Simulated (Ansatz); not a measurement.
Sb:

```
Sb
1.0
     3.16000    0.00000    0.00000
     0.00000    3.16000    0.00000
     0.00000    0.00000    3.16000
Sb
1
Direct
  0.00000 0.00000 0.00000
```

This isn't the form of Sb at room conditions, which is rhombohedral.

* Program: Ansatz 0.2.0
* Task: single point
* Functional: PBEsol
* Potentials or basis: all-electron LAPW, scalar-relativistic
* Cutoff: 184 eV (chosen from the basis error)
* Basis error allowed: 0.001 eV/atom
* k mesh: 8 × 8 × 8
* Occupations: fermi-dirac, width 0.05 eV
* Spin: no spin polarisation

On this cell: pressure -4.7 GPa; band gap on the k mesh none (metal or under the smearing width).

The same run follows on a disturbed copy (cell strained at random at fixed volume):

```
Sb
1.0
     3.18307   -0.00916   -0.07927
    -0.00916    3.13721   -0.05653
    -0.07927   -0.05653    3.16292
Sb
1
Direct
  0.00350 0.00307 0.97826
```

Task: What changes?

Result: The energy (extrapolated to zero smearing) moves by +1.3 meV/atom; pressure -4.7 GPa; band gap on the k mesh none (metal or under the smearing width).

Stress tensor (GPa, compression positive):
```
-5.45 -0.13  0.52
-0.13 -3.73  0.08
 0.52  0.08 -5.00
```
